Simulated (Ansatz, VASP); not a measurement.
# Sc in VASP and in Ansatz

```
Sc
1.0
     0.00000    2.26291    2.26291
     2.26291    0.00000    2.26291
     2.26291    2.26291    0.00000
Sc
1
Cartesian
  0.0000 0.0000 0.0000
```

Change from the starting cell: volume scaled by 0.99.

Alike in both runs: task single point; functional PBEsol; k mesh 12 × 12 × 12; occupations fermi-dirac, width 0.03 eV; no spin polarisation.

|  | VASP | Ansatz |
| --- | --- | --- |
| version | VASP 6.6.1 | Ansatz 0.2.0 |
| potentials or method | VASP PAW PBE potentials, release 64 (Sc_sv), cutoff 520 eV | all-electron LAPW, scalar-relativistic |

```csv
,VASP,Ansatz,Ansatz less VASP
pressure (GPa),1.0,1.0,0.00
```

Ansatz ran all-electron here, so the differences hold the error of VASP's frozen core and of both bases.

Caveats: the PAW data sets were made with another functional, which shifts forces and pressure a little (VASP).
